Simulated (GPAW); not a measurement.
## How MgO (Periclase) absorbs and reflects light

Wanted: where MgO (Periclase) starts to absorb, how strongly, and its refractive index. The cell comes from an older database entry, whose edges can differ from later determinations, mostly by under a per cent.

Method: DFT, PBE, plane-wave PAW (GPAW data sets), scalar-relativistic, RPA, optical limit, in GPAW 26.7.0.

The database entry behind the starting cell differs from later determinations by our own check (about 0.1 % long), so it need not match the best structure at ambient conditions.

## 1. The structure

It takes space group Fm-3m (No. 225, cubic). The conventional cell has a = 4.217 Å, b = 4.217 Å, c = 4.217 Å, α = 90.00°, β = 90.00°, γ = 90.00°. Mg has 6 O at 2.11 Å nearest. O has 6 Mg at 2.11 Å nearest. Farther neighbours and most contacts between anions are not listed.

Coordinates:

```
Mg O
1.0
     0.00000    2.10850    2.10850
     2.10850    0.00000    2.10850
     2.10850    2.10850    0.00000
Mg O
1 1
Direct
  0.00000 0.00000 0.00000
  0.50000 0.50000 0.50000
```

## 2. Dielectric function, RPA

Transitions between filled and empty bands, summed over the zone, give the optical response, so mesh, band count and broadening shape it.

The induced potential is part of this response.

File df.py:

```python
from gpaw.response.df import DielectricFunction

df = DielectricFunction('full.gpw', frequencies={'type': 'nonlinear', 'domega0': 0.03, 'omega2': 8},
                        ecut=50,
                        eta=0.15,
                        nbands=20,
                        txt='df.txt')
for direction in ['x']:
    df.get_dielectric_function(xc='RPA', direction=direction, filename=f'df_{direction}.csv')
```

On the command line:

```
> OMP_NUM_THREADS=1 python df.py
```

Numbers of over 12 decimals in the logs are rounded to 6 here.

Log:

```text
Using integrator: PointIntegrator
NonLinearFrequencyDescriptor(from 0.000 to 111.860 eV, 550 points)
Nonperiodic BCs:  [False False False]
Using integrator: PointIntegrator
NonLinearFrequencyDescriptor(from 0.000 to 111.860 eV, 550 points)
Nonperiodic BCs:  [False False False]

Calculating chi0 body with:
    Ground state adapter containing:
    Number of spins: 1
    Number of kpoints: 2744
    Number of irreducible kpoints: 104
    Number of completely occupied states: 8
    Number of partially occupied states: 8

    Linear response parametrization:
    q_c: [0.0, 0.0, 0.0]
    Number of frequency points: 550
    Planewave cutoff: 50.0
    Number of bands: 20
    Number of planewaves: 15
    Broadening (eta): 0.15

Integrating chi0 body.

Symmetries of q_c:
    Direct symmetries (Uq -> q): 48
    Indirect symmetries (TUq -> q): 0
In total 48 allowed symmetries.

104 groups of equivalent kpoints. 96.209913% reduction.

Integral kind: spectral function

Calculating chi0 optical extensions with:
    Ground state adapter containing:
    Number of spins: 1
    Number of kpoints: 2744
    Number of irreducible kpoints: 104
    Number of completely occupied states: 8
    Number of partially occupied states: 8

    Linear response parametrization:
    Number of frequency points: 550
    Planewave cutoff: 50.0
    Number of bands: 20
    Number of planewaves: 15
    Broadening (eta): 0.15
Integrating chi0 head and wings.

Symmetries of q_c:
    Direct symmetries (Uq -> q): 48
    Indirect symmetries (TUq -> q): 0
In total 48 allowed symmetries.

104 groups of equivalent kpoints. 96.209913% reduction.

Integral kind: spectral function wings
```

It took 4.4 s on 1 thread of Arm Neoverse V1, shared host; peak memory 0.22 GiB.

This step gave:

| Property | Result |
| --- | --- |
| electronic dielectric constant ε∞, mean over x, y and z (by symmetry where fewer were run) | 3.038 |
| main peak of Im epsilon, first axis | 11.04 eV |

The Im ε, E ∥ x has structure finer than the step of the table below, so its rows give means over 0.25 eV, whole bins alone (the curve runs from 0 to 14.0 eV). Peaks (eV: height): 5.969: 1.33, 6.875: 1.59, 8.895: 3.54, 10.165: 3.16, 11.029: 4.61.

Values under the direct gap are tails of Lorentzian lines. Im ε, E ∥ x against photon energy; means over each step:

photon energy (eV), Im ε, E ∥ x and a bar:
```
     0.25       0.00 
     0.50       0.00 
     0.75       0.00 
     1.00       0.01 
     1.25       0.01 
     1.50       0.01 
     1.75       0.01 
     2.00       0.01 
     2.25       0.02 
     2.50       0.02 
     2.75       0.02 
     3.00       0.03 
     3.25       0.03 
     3.50       0.04 
     3.75       0.05 
     4.00       0.06 
     4.25       0.08 #
     4.50       0.13 #
     4.75       0.26 ##
     5.00       0.52 ###
     5.25       0.69 #####
     5.50       0.73 #####
     5.75       0.92 ######
     6.00       1.17 ########
     6.25       0.77 #####
     6.50       1.13 ########
     6.75       1.46 ##########
     7.00       1.36 #########
     7.25       1.19 ########
     7.50       1.56 ##########
     7.75       1.82 ############
     8.00       1.85 ############
     8.25       2.38 ################
     8.50       2.88 ###################
     8.75       3.10 #####################
     9.00       3.31 ######################
     9.25       2.94 ####################
     9.50       2.92 ###################
     9.75       2.63 ##################
    10.00       2.80 ###################
    10.25       2.97 ####################
    10.50       2.58 #################
    10.75       3.48 #######################
    11.00       4.49 ##############################
    11.25       4.06 ###########################
    11.50       3.38 #######################
    11.75       2.80 ###################
    12.00       2.71 ##################
    12.25       2.61 #################
    12.50       2.36 ################
    12.75       2.15 ##############
    13.00       2.17 ##############
    13.25       1.94 #############
    13.50       1.68 ###########
    13.75       1.72 ###########
```

Re ε, E ∥ x against photon energy:

```tsv
photon energy (eV)	Re ε, E ∥ x
0.0	3.04
0.5	3.04
1.0	3.06
1.5	3.09
2.0	3.12
2.5	3.18
3.0	3.25
3.5	3.36
4.0	3.51
4.5	3.76
5.0	4.10
5.5	4.00
6.0	3.66
6.5	4.17
7.0	3.54
7.5	4.13
8.0	4.07
8.5	3.81
9.0	2.86
9.5	2.54
10.0	3.00
10.5	2.74
11.0	2.30
11.5	0.737
12.0	0.967
12.5	0.698
13.0	0.895
13.5	0.984
```

Refractive index n and extinction k against photon energy:

```tsv
photon energy (eV)	n	k
0.0	1.74	0
0.5	1.74	8.8e-4
1.0	1.75	0.00180
1.5	1.76	0.00281
2.0	1.77	0.00398
2.5	1.78	0.00541
3.0	1.80	0.00730
3.5	1.83	0.0101
4.0	1.87	0.0152
4.5	1.94	0.0321
5.0	2.03	0.129
5.5	2.01	0.178
6.0	1.94	0.329
6.5	2.06	0.280
7.0	1.92	0.365
7.5	2.07	0.372
8.0	2.06	0.436
8.5	2.08	0.713
9.0	1.91	0.887
9.5	1.79	0.809
10.0	1.88	0.739
10.5	1.79	0.691
11.0	1.93	1.19
11.5	1.45	1.17
12.0	1.39	0.982
12.5	1.26	0.941
13.0	1.28	0.859
13.5	1.21	0.689
```

The Im ε, E ∥ x has structure finer than the step of the table below, so its rows give means over 0.5 eV, whole bins alone (the curve runs from 0 to 14.0 eV). Peaks (eV: height): without local fields 8.89: 3.57, 11.03: 5.58; with local fields 5.97: 1.33, 6.87: 1.59, 8.89: 3.54, 10.17: 3.16, 11.03: 4.61.

Values under the direct gap are tails of Lorentzian lines. Table of Im ε, E ∥ x by photon energy; means over each step:

```tsv
photon energy (eV)	without local fields	with local fields
0.5	0.00319	0.00308
1.0	0.00654	0.00631
1.5	0.0102	0.00990
2.0	0.0145	0.0141
2.5	0.0199	0.0194
3.0	0.0270	0.0265
3.5	0.0378	0.0374
4.0	0.0583	0.0583
4.5	0.139	0.142
5.0	0.495	0.513
5.5	0.720	0.750
6.0	0.976	1.02
6.5	1.06	1.11
7.0	1.27	1.33
7.5	1.49	1.54
8.0	1.89	1.94
8.5	2.80	2.81
9.0	3.24	3.20
9.5	2.98	2.89
10.0	3.00	2.81
10.5	3.22	2.78
11.0	5.19	4.29
11.5	4.01	3.37
12.0	3.33	2.70
12.5	2.92	2.36
13.0	2.64	2.13
13.5	2.15	1.72
```

The loss function −Im 1/ε at q → 0, E ∥ x has structure finer than the step of the table below, so its rows give means over 0.5 eV, whole bins alone (the curve runs from 0 to 14.0 eV). Peaks (eV: height): 10.31: 0.207, 13.34: 0.482.

Values under the direct gap are tails of Lorentzian lines. Loss function −Im 1/ε at q → 0, E ∥ x against energy loss; means over each step:

energy loss (eV), loss function −Im 1/ε at q → 0, E ∥ x and a bar:
```
      0.5      0.000 
      1.0      0.001 
      1.5      0.001 
      2.0      0.001 
      2.5      0.002 
      3.0      0.002 
      3.5      0.003 
      4.0      0.005 
      4.5      0.010 #
      5.0      0.031 ##
      5.5      0.046 ###
      6.0      0.066 ####
      6.5      0.061 ####
      7.0      0.083 ######
      7.5      0.078 #####
      8.0      0.090 ######
      8.5      0.117 ########
      9.0      0.161 ###########
      9.5      0.187 #############
     10.0      0.180 ############
     10.5      0.178 ############
     11.0      0.179 ############
     11.5      0.286 ###################
     12.0      0.335 #######################
     12.5      0.387 ##########################
     13.0      0.408 ############################
     13.5      0.441 ##############################
```

From ε follow the optical constants at some laser and lamp lines:

```tsv
wavelength (nm)	n	k	R (%)	1/α
1064	1.75	0.002	7.5	40 µm
800	1.76	0.003	7.5	22 µm
532	1.78	0.005	7.8	8.7 µm
450	1.79	0.006	8.1	5.7 µm
365	1.83	0.009	8.5	3.1 µm
308	1.88	0.016	9.3	1.6 µm
193	2.06	0.239	12.5	64 nm
```

Below the direct gap, k and the depth come from the tails of the Lorentzian lines, not from transitions.

Rows near the edge hang on the gap, which this functional as a rule makes too small, and phonon-assisted absorption is left out.

## 3. Outcome

```yaml
electronic_dielectric_constant_eps_infinity_mean_over_x_y_and_z_by_symmetry_where_fewer_were_run_rpa: 3.04
main_peak_of_im_epsilon_first_axis: 11.0 eV
```

What this shows: At this level (PBE, RPA) MgO has ε∞ = 3.04 and n = 1.75 at 1550 nm, and Im ε peaks at 11.0 eV. Local fields change the static value along x from 3.17 to 3.04 (-4 %). Distinct maxima of Im ε, read by a parabola through the highest points, lie at 8.91 eV (3.5), 9.37 eV (3.1), 10.16 eV (3.2) and 11.04 eV (4.6). Excitons and phonon-assisted transitions are missing; PBE gaps are as a rule too small, which pulls the onset down and ε∞ up. The sum runs over mesh points, so small or evenly spaced maxima can still be ripples of the mesh. In this version of GPAW the matrix elements of the optical limit are incomplete, which can lower ε − 1 by up to a tenth where first-row anions or d states rule, and shift it by more in d metals.

[Machine, clock and banner lines and Python warnings are left out of the logs.]

[Logs are printed without paths, hosts, clocks, repeated set-up lines and the standing remarks that a program may print on its own settings, such as how far it seeks lower states.]

[Hosts, paths, dates, database ids (printed as entryN), source tags and the programs' standing remarks are cut or masked in the printed files.]
